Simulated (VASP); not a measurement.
**SiGe3 (ordered alloy on diamond lattice): gaps by functional in VASP**

```
Si Ge
1.0
     1.98389    1.14540    6.46719
    -1.98389    1.14540    6.46719
     0.00000   -2.29080    6.46719
Si Ge
1 3
Direct
  0.00009 0.00009 0.00009
  0.50005 0.50005 0.50005
  0.37341 0.37341 0.37341
  0.87646 0.87646 0.87646
```

All runs share this cell. Band v is the last that the valence electrons fill when counted band by band, and c is the next. A negative gap between them is a band overlap, as in a metal.

Q: Rank these levels of theory by the band gap that they give, smallest first.
A. PBEsol
B. PBE
C. LDA

A: C (0.27 eV), A (0.31 eV), B (0.39 eV).
